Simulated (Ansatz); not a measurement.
## AlNi3: single point with PBEsol

Crystal: AlNi3.

```xyz
4
Lattice="0.0000 2.8019 2.8019 2.8019 0.0000 2.8019 2.8019 2.8019 0.0000" Properties=species:S:1:pos:R:3 pbc="T T T"
Ni    4.2028    4.2028    4.2028
Ni    0.0000    0.0000    0.0000
Ni    1.4009    1.4009    1.4009
Al    2.8019    2.8019    2.8019
```

The cell comes from a database or a generator and needn't be the stable form of this composition.

| Property | Result |
| --- | --- |
| Program | Ansatz 0.2.0 |
| Task | single point |
| Functional | PBEsol |
| Potentials or basis | Ansatz PAW |
| Cutoff | 420 eV (not typed: the program's choice for these potentials) |
| k mesh | 7 × 7 × 7 |
| Occupations | fermi-dirac, width 0.05 eV |
| Spin | collinear spin, ferromagnetic start |
| Starting moments | [1.5, 1.5, 1.5, 0.0] μB |
| Fixed moment | 4.5 μB |

| Property | Result |
| --- | --- |
| Pressure | 13.7 GPa |
| Net moment | 4.50 μB per cell |
| Absolute moment | 4.50 μB per cell |
| Site moments | Ni +1.23, +1.35; Al +0.17 μB |

It took 2.3 s on 2 threads of Arm Neoverse V2, on a shared host, peak memory 0.33 GiB.

Caveat: the total moment is fixed, so each spin has its own Fermi level; the PAW data sets come from PBE, with cores solved anew for the run's functional, which leaves a small shift of forces and pressure; the thresholds are loose for stress.
